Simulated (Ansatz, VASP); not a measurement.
# Cross-check of In7GaAs8 (random alloy of the zinc-blende GaAs-InAs line, x = 0.875) between VASP and Ansatz

Aim: how closely do two programs agree when they are given the same cell, functional and k mesh? Of the first pair: The structure shown is the start of the Ansatz relaxation below; VASP solves that cell, so the two are compared at the walk's first step.

Method: plane waves, with VASP 6.6.1 beside it; PBE, in Ansatz 0.2.0.

**1. The structure**

The cell holds 64 atoms: 28 In, 32 As and 4 Ga. Its edges and angles: a = 12.270 Å, b = 12.270 Å, c = 12.270 Å, α = 90.0°, β = 90.0°, γ = 90.0°. It derives from GaAs (zinc-blende GaAs-InAs), repeated 2×2×2. Zinc-blende GaAs-InAs: 64 atoms, 28 of 32 Ga sites given to In at random, cell and internal coordinates interpolated linearly between the end members (Vegard's rule); (so at first; earlier steps may have moved the atoms), displaced by a Gaussian of 0.02 A. Lattice constants are starting values near those of PBE.

**2. Ansatz: relaxation, PBE**

Ansatz runs on its default PAW (the set named soft_2) files.

The two programs are compared at the cell with which this relaxation starts, whose forces are those of its first step.

Contents of input.yaml:

```yaml
crystal:
  lattice:
    - [12.27, 0.0, 0.0]
    - [0.0, 12.27, 0.0]
    - [0.0, 0.0, 12.27]
  atoms:
    - { symbol: In, position: [0.99932, 0.99991, 0.99652] }
    - { symbol: As, position: [0.12767, 0.12208, 0.12363] }
    - { symbol: In, position: [0.00082, 0.24797, 0.24828] }
    - { symbol: As, position: [0.12352, 0.3759, 0.37874] }
    - { symbol: Ga, position: [0.25007, 0.99818, 0.25088] }
    - { symbol: As, position: [0.37403, 0.12497, 0.37692] }
    - { symbol: In, position: [0.24878, 0.25001, 0.99857] }
    - { symbol: As, position: [0.37475, 0.37542, 0.12339] }
    - { symbol: In, position: [0.99945, 0.99962, 0.49896] }
    - { symbol: As, position: [0.12306, 0.12268, 0.62475] }
    - { symbol: In, position: [0.99956, 0.25364, 0.74603] }
    - { symbol: As, position: [0.12518, 0.3756, 0.87722] }
    - { symbol: In, position: [0.25082, 0.99862, 0.75] }
    - { symbol: As, position: [0.37588, 0.12449, 0.87626] }
    - { symbol: In, position: [0.24696, 0.25282, 0.50239] }
    - { symbol: As, position: [0.37445, 0.376, 0.62508] }
    - { symbol: In, position: [0.99865, 0.50014, 0.00163] }
    - { symbol: As, position: [0.12438, 0.62439, 0.12488] }
    - { symbol: In, position: [0.00071, 0.75208, 0.24897] }
    - { symbol: As, position: [0.12583, 0.87535, 0.37197] }
    - { symbol: In, position: [0.24932, 0.49978, 0.24994] }
    - { symbol: As, position: [0.37553, 0.62167, 0.37508] }
    - { symbol: In, position: [0.2489, 0.74765, 0.00085] }
    - { symbol: As, position: [0.3762, 0.87394, 0.12637] }
    - { symbol: In, position: [0.99938, 0.50011, 0.49821] }
    - { symbol: As, position: [0.12758, 0.62067, 0.62485] }
    - { symbol: In, position: [0.00113, 0.74669, 0.74969] }
    - { symbol: As, position: [0.12487, 0.87634, 0.87703] }
    - { symbol: In, position: [0.24934, 0.49774, 0.75223] }
    - { symbol: As, position: [0.37699, 0.62425, 0.87557] }
    - { symbol: In, position: [0.25062, 0.75092, 0.50033] }
    - { symbol: As, position: [0.37729, 0.87217, 0.6267] }
    - { symbol: Ga, position: [0.50062, 0.99965, 0.00191] }
    - { symbol: As, position: [0.62118, 0.12689, 0.12563] }
    - { symbol: In, position: [0.49815, 0.25071, 0.2495] }
    - { symbol: As, position: [0.62921, 0.37799, 0.37572] }
    - { symbol: In, position: [0.74883, 0.99905, 0.24947] }
    - { symbol: As, position: [0.87409, 0.12353, 0.37404] }
    - { symbol: In, position: [0.74955, 0.24916, 0.99886] }
    - { symbol: As, position: [0.87349, 0.37916, 0.1226] }
    - { symbol: In, position: [0.49834, 0.0007, 0.49947] }
    - { symbol: As, position: [0.62569, 0.1263, 0.62706] }
    - { symbol: In, position: [0.50123, 0.24838, 0.75181] }
    - { symbol: As, position: [0.62212, 0.37481, 0.87419] }
    - { symbol: Ga, position: [0.74827, 0.00096, 0.7497] }
    - { symbol: As, position: [0.87666, 0.12258, 0.87638] }
    - { symbol: In, position: [0.75081, 0.25021, 0.49769] }
    - { symbol: As, position: [0.87459, 0.37248, 0.62161] }
    - { symbol: In, position: [0.50535, 0.50158, 0.00292] }
    - { symbol: As, position: [0.6243, 0.62613, 0.12614] }
    - { symbol: In, position: [0.50098, 0.75001, 0.24963] }
    - { symbol: As, position: [0.62163, 0.87599, 0.37569] }
    - { symbol: In, position: [0.75182, 0.49955, 0.25284] }
    - { symbol: As, position: [0.87427, 0.62295, 0.37653] }
    - { symbol: Ga, position: [0.74924, 0.74795, 0.0002] }
    - { symbol: As, position: [0.87623, 0.87539, 0.12581] }
    - { symbol: In, position: [0.5067, 0.50134, 0.5025] }
    - { symbol: As, position: [0.62176, 0.6256, 0.62626] }
    - { symbol: In, position: [0.49941, 0.74857, 0.75065] }
    - { symbol: As, position: [0.62449, 0.87403, 0.87687] }
    - { symbol: In, position: [0.75218, 0.50049, 0.74926] }
    - { symbol: As, position: [0.87584, 0.62635, 0.87603] }
    - { symbol: In, position: [0.74763, 0.74945, 0.50059] }
    - { symbol: As, position: [0.87601, 0.87657, 0.62624] }
kpoints:
  mp_grid: { grid: [1, 1, 1] }
hamiltonian:
  xc: pbe
scf:
  occupations: { method: fermi_dirac, width: 0.025 }
output:
  forces: true
relax:
  f_tol: 0.04
  max_steps: 150
  cell: {}
```

Command:

```bash
$ ansatz run input.yaml --threads 4 --pin off --max-ram 8192MiB --backend cpu --events-out ev --progress --plain --runs-dir out
```

Numbers of over 12 decimals in the logs are rounded to 6 here.

The program printed:

```text
Engine: ansatz 0.2.0, x86_64-unknown-linux-gnu
Pseudopotentials: kind: paw
Pseudopotential: In, paw, valence charge 13, recommended cutoff 420 eV (normal), In.paw.azcp
Pseudopotential: As, paw, valence charge 15, recommended cutoff 420 eV (normal), As.paw.azcp
Pseudopotential: Ga, paw, valence charge 13, recommended cutoff 420 eV (normal), Ga.paw.azcp
Functional definition: PBE
  parameter kappa = 0.804
  parameter beta = 0.066725
  exchange = pbe_x(kappa = kappa, mu = beta*pi^2/3)
  correlation = pbe_c(beta = beta)
Crystal: 64 atoms, lattice volume = 1847.284 Å³
Basis set: ecut = 420 eV, 36137 PW (Γ), exchange–correlation on 180×180×180 points (8 copies of the dense FFT grid, shifted against one another)
Bands: 538, of which v1, the nominal top of the filled ones, is band 448 counted from 1 (447 counted from 0)
Symmetry: 1 space group operations
Space group: P1 (ITA 1), of the structure as read, at distance tolerance 1.2e-4 Å
k-points: 1
Non-local potential: In, projectors of the file, l = 0: 2, l = 1: 2, l = 2: 2, l = 3: 2
Non-local potential: As, projectors of the file, l = 0: 2, l = 1: 2, l = 2: 3, l = 3: 1
Non-local potential: Ga, projectors of the file, l = 0: 2, l = 1: 2, l = 2: 3, l = 3: 1
PAW form: soft (Blöchl's): semilocal exchange-correlation on the pseudo side does not see the compensation charge
PAW one-centre angular grid: In, 590 points (default); XC on 64 Gauss nodes
PAW one-centre angular grid: As, 590 points (default); XC on 64 Gauss nodes
PAW one-centre angular grid: Ga, 590 points (default); XC on 64 Gauss nodes
Initial density: superposition of atomic densities (neutral atoms: chi_scale 0, normalization atom), corrected by the library's trained network
Initial wavefunctions: pseudopotential atomic-orbital guess
Functional: x = pbe(κ = 0.804, μ = 0.219515), c = pbe(β = 0.066725)
SCF iter   1: F=—  HF=-327278.815395 eV  |F-HF|=—  |Δ(HF+E_count)|=         —  Δρ=1.31e-3  dr2=8.87e-2  ethr=1.77e-3  ⟨swp⟩=6.0  Hψ=1936  notcnv=0  defer=10
preconditioner: auto → LDOS  [insulator: Δε(μ)=0.645 eV  Ē_g=13.720 eV  σ=0.025 eV  W_gap=0.56  n_scr=460 (ndim 8)  ℏωp=20.7 eV  f_vac=0.121  D(μ)=51.48/eV (n_scr^D=364)  ε∞_Penn≈3.3  β→1.0]
SCF iter   2: F=—  HF=-327278.753198 eV  |F-HF|=—  |Δ(HF+E_count)|=   6.22e-2  Δρ=7.93e-4  dr2=1.41e-2  ethr=9.90e-6  ⟨swp⟩=2.0  Hψ=915  notcnv=0  defer=82
SCF iter   3: F=—  HF=-327278.752588 eV  |F-HF|=—  |Δ(HF+E_count)|=   6.10e-4  Δρ=4.67e-4  dr2=7.13e-3  ethr=1.58e-6  ⟨swp⟩=2.0  Hψ=905  notcnv=0  defer=82
SCF iter   4: F=—  HF=-327278.751045 eV  |F-HF|=—  |Δ(HF+E_count)|=   1.54e-3  Δρ=1.80e-4  dr2=2.88e-3  ethr=7.96e-7  ⟨swp⟩=2.0  Hψ=879  notcnv=0  defer=82
SCF iter   5: F=—  HF=-327278.750804 eV  |F-HF|=—  |Δ(HF+E_count)|=   2.41e-4  Δρ=1.26e-4  dr2=1.15e-3  ethr=3.22e-7  ⟨swp⟩=2.0  Hψ=745  notcnv=0  defer=82
SCF iter   6: F=—  HF=-327278.750524 eV  |F-HF|=—  |Δ(HF+E_count)|=   2.81e-4  Δρ=5.89e-5  dr2=2.56e-4  ethr=1.28e-7  ⟨swp⟩=2.0  Hψ=745  notcnv=0  defer=82
SCF iter   7: F=—  HF=-327278.750481 eV  |F-HF|=—  |Δ(HF+E_count)|=   4.22e-5  Δρ=2.97e-5  dr2=3.84e-5  ethr=2.86e-8  ⟨swp⟩=2.0  Hψ=745  notcnv=0  defer=82
SCF iter   8: F=—  HF=-327278.752360 eV  |F-HF|=—  |Δ(HF+E_count)|=   1.88e-3  Δρ=1.06e-5  dr2=8.03e-6  ethr=4.29e-9  ⟨swp⟩=2.0  Hψ=854  notcnv=0  defer=82
SCF iter   9: F=—  HF=-327278.752359 eV  |F-HF|=—  |Δ(HF+E_count)|=   2.74e-7  Δρ=6.00e-6  dr2=2.91e-6  ethr=8.96e-10  ⟨swp⟩=2.0  Hψ=745  notcnv=0  defer=82
SCF iter  10: F=—  HF=-327278.752359 eV  |F-HF|=—  |Δ(HF+E_count)|=   4.45e-7  Δρ=3.50e-6  dr2=8.75e-7  ethr=3.25e-10  ⟨swp⟩=2.0  Hψ=904  notcnv=0  defer=82
SCF iter  11: F=—  HF=-327278.752359 eV  |F-HF|=—  |Δ(HF+E_count)|=   1.72e-7  Δρ=1.79e-6  dr2=1.66e-7  ethr=9.76e-11  ⟨swp⟩=2.0  Hψ=745  notcnv=0  defer=82
SCF iter  12: F=-327278.752359 eV  HF=-327278.752359 eV  |F-HF|=1.90e-8  |Δ(HF+E_count)|=   4.31e-9  Δρ=8.14e-7  dr2=2.08e-8  ethr=1.12e-11  ⟨swp⟩=4.0  Hψ=1454  notcnv=0
SCF 1 converged in 12 iterations: F = -327278.752359 eV  dr2 = 2.08e-8
  greatest PAW one-centre occupation: 0.999 electrons in one spin orbital (limit 2), on the As atom at site 59 (counted from 0), in its partial waves of l = 2
relax step   1: F+E_penalty+E_count = -327278.75235868 eV  Δ(F+E_penalty+E_count) = +0.000e0 eV  max|allowed force component| = 9.859e-1 eV/Å  Δτ_max = 0.0000 Å  P = +1.018 GPa  Ω = 1847.284 Å³  (12 SCF iters, dr2 threshold 1.00e-7 eV, accepted)
Crystal: 64 atoms, lattice volume = 1896.456 Å³
Basis set: ecut = 420 eV, 37147 PW (Γ), exchange–correlation on 180×180×180 points (8 copies of the dense FFT grid, shifted against one another)
Initial density: handed on by an earlier stage of this run
Initial wavefunctions: those handed on with the density
iter 1 solved again at ethr=4.72e-5 eV; its pass at ethr=3.10e-3 eV (dr2=4.23e-1 eV) is discarded
[...]
atom  12  As    -0.01970419    -0.00124213    -0.00729797
  atom  13  In     0.00772590     0.00670816     0.00408907
  atom  14  As     0.01490741    -0.02296428     0.00575576
  atom  15  In     0.01563468     0.02414643     0.00654464
  atom  16  As     0.00163828    -0.01368301    -0.01333908
  atom  17  In     0.01549777    -0.00426636     0.00242890
  atom  18  As    -0.02223558    -0.00764705    -0.00317058
  atom  19  In     0.01461165     0.00617958     0.00470095
  atom  20  As     0.00456750     0.00501643     0.00570286
  atom  21  In     0.01857561     0.01533351     0.00538174
  atom  22  As    -0.01187742    -0.00606393    -0.00070110
  atom  23  In     0.00864125     0.00657204    -0.01034783
  atom  24  As     0.00832778     0.01207792     0.00177846
  atom  25  In     0.01219358     0.01463061     0.01133437
  atom  26  As    -0.02131469    -0.01774610    -0.00139587
  atom  27  In     0.00269940     0.00331911    -0.00653853
  atom  28  As    -0.01694244    -0.00227281     0.02077530
  atom  29  In     0.00605858     0.00960664    -0.00534072
  atom  30  As     0.00682773    -0.00953585     0.00691550
  atom  31  In     0.00715763     0.00658113    -0.00387908
  atom  32  As     0.00402584     0.01007063     0.00031993
  atom  33  Ga    -0.03662667     0.03782267     0.00703335
  atom  34  As    -0.00401002    -0.02963516    -0.02145692
  atom  35  In     0.00222762     0.01573111     0.00903578
[...]
atom  57  In    -0.01308796    -0.00472478    -0.00453676
  atom  58  As     0.01692529     0.01425561     0.01360324
  atom  59  In    -0.03094605    -0.03447952    -0.02662190
  atom  60  As     0.03118121     0.01651068     0.00831727
  atom  61  In    -0.00497002     0.00971371    -0.00070091
  atom  62  As    -0.01414793     0.01278449    -0.00621798
  atom  63  In     0.00135706    -0.00498147     0.00146594
  atom  64  As    -0.02005836    -0.01482789     0.02019159
  max |Σ_I F_I| component: 1.35e-6 eV/Å
--- Stress (GPa, compression-positive) ---
       -0.008115       0.005684       0.009489
        0.005684       0.017453       0.001010
        0.009489       0.001010      -0.007365
  P = ⅓ Tr σ = 0.0007 GPa (0.007 kbar)
--- Relaxed structure (3 steps of the walk, 3 accepted, 1 SCFs on fresh bases) ---
  F+E_penalty+E_count = -327279.93922391 eV   max|allowed force component| = 3.782e-2 eV/Å   (the final SCF, on the basis selected at the relaxed cell)
  cell:  # Å, volume = 1873.4931 Å³
    - [12.319886, -0.00948471, 0.00926042]
    - [-0.00948471, 12.347471, 0.011449]
    - [0.00926042, 0.011449, 12.315959]
  atoms:
    - { symbol: In, position: [0.998084, 0.997860, 0.999903] }
    - { symbol: As, position: [0.129677, 0.116205, 0.129950] }
    - { symbol: In, position: [0.00226713, 0.246832, 0.249188] }
    - { symbol: As, position: [0.124401, 0.374660, 0.375492] }
    - { symbol: Ga, position: [0.252687, 0.999863, 0.247267] }
    - { symbol: As, position: [0.369434, 0.117563, 0.369607] }
    - { symbol: In, position: [0.251862, 0.245541, 1.002109] }
    - { symbol: As, position: [0.376225, 0.376216, 0.124177] }
    - { symbol: In, position: [1.000417, 0.999515, 0.499662] }
    - { symbol: As, position: [0.125797, 0.124070, 0.626984] }
    - { symbol: In, position: [0.998121, 0.248205, 0.750706] }
    - { symbol: As, position: [0.124207, 0.372564, 0.877285] }
    - { symbol: In, position: [0.253275, 0.999897, 0.752307] }
    - { symbol: As, position: [0.382825, 0.116984, 0.882836] }
    - { symbol: In, position: [0.250381, 0.247279, 0.498222] }
    - { symbol: As, position: [0.375783, 0.371195, 0.626186] }
    - { symbol: In, position: [0.997470, 0.501418, 0.00021413] }
    - { symbol: As, position: [0.125648, 0.625631, 0.124751] }
    - { symbol: In, position: [0.000451117, 0.752436, 0.248243] }
    - { symbol: As, position: [0.130818, 0.881902, 0.366937] }
    - { symbol: In, position: [0.250471, 0.500084, 0.249969] }
    - { symbol: As, position: [0.376747, 0.625935, 0.373540] }
    - { symbol: In, position: [0.252715, 0.754026, 0.00240312] }
    - { symbol: As, position: [0.376363, 0.887474, 0.124183] }
    - { symbol: In, position: [0.999833, 0.501177, 0.500381] }
    - { symbol: As, position: [0.123789, 0.627454, 0.625982] }
    - { symbol: In, position: [-0.00447729, 0.751828, 0.751770] }
    - { symbol: As, position: [0.125077, 0.874393, 0.875003] }
    - { symbol: In, position: [0.249664, 0.499201, 0.750360] }
    - { symbol: As, position: [0.375063, 0.626836, 0.875440] }
    - { symbol: In, position: [0.249504, 0.752027, 0.496972] }
    - { symbol: As, position: [0.375736, 0.873666, 0.625886] }
    - { symbol: Ga, position: [0.502760, 0.997750, 0.000685292] }
    - { symbol: As, position: [0.617985, 0.118485, 0.119164] }
    - { symbol: In, position: [0.497866, 0.246393, 0.248302] }
    - { symbol: As, position: [0.624571, 0.372494, 0.373663] }
    - { symbol: In, position: [0.747876, 0.997794, 0.245661] }
    - { symbol: As, position: [0.873361, 0.122764, 0.373172] }
    - { symbol: In, position: [0.748285, 0.245608, 0.998138] }
    - { symbol: As, position: [0.874313, 0.371191, 0.124680] }
    - { symbol: In, position: [0.500296, 0.000439337, 0.500634] }
    - { symbol: As, position: [0.631269, 0.116221, 0.632229] }
    - { symbol: In, position: [0.502399, 0.244745, 0.751777] }
    - { symbol: As, position: [0.624574, 0.374709, 0.875365] }
    - { symbol: Ga, position: [0.747965, -0.00241862, 0.755077] }
    - { symbol: As, position: [0.869361, 0.117692, 0.869904] }
    - { symbol: In, position: [0.749568, 0.247250, 0.501692] }
    - { symbol: As, position: [0.874017, 0.375753, 0.626189] }
    - { symbol: In, position: [0.502849, 0.503616, 0.000127293] }
    - { symbol: As, position: [0.631370, 0.633742, 0.118475] }
    - { symbol: In, position: [0.500165, 0.753842, 0.245589] }
    - { symbol: As, position: [0.624620, 0.874560, 0.375650] }
    - { symbol: In, position: [0.750255, 0.501873, 0.248085] }
    - { symbol: As, position: [0.874964, 0.627614, 0.375979] }
    - { symbol: Ga, position: [0.747580, 0.755095, -0.00197893] }
    - { symbol: As, position: [0.868510, 0.868285, 0.118778] }
    - { symbol: In, position: [0.500289, 0.498708, 0.499859] }
    - { symbol: As, position: [0.623651, 0.625487, 0.626295] }
    - { symbol: In, position: [0.504424, 0.754582, 0.754784] }
    - { symbol: As, position: [0.629706, 0.881255, 0.882658] }
    - { symbol: In, position: [0.750316, 0.502725, 0.752490] }
    - { symbol: As, position: [0.867163, 0.632670, 0.882867] }
    - { symbol: In, position: [0.750501, 0.752763, 0.503440] }
    - { symbol: As, position: [0.868566, 0.882687, 0.632374] }
```

[end of part 1 of 2]

[Lines on the potential files, build, host, timing and source positions are cut from VASP's logs without a mark.]

[Logs are printed without paths, hosts, clocks, repeated set-up lines and the standing remarks that a program may print on its own settings, such as how far it seeks lower states.]

[Hosts, paths, dates, database ids (printed as entryN), source tags and the programs' standing remarks are cut or masked in the printed files.]
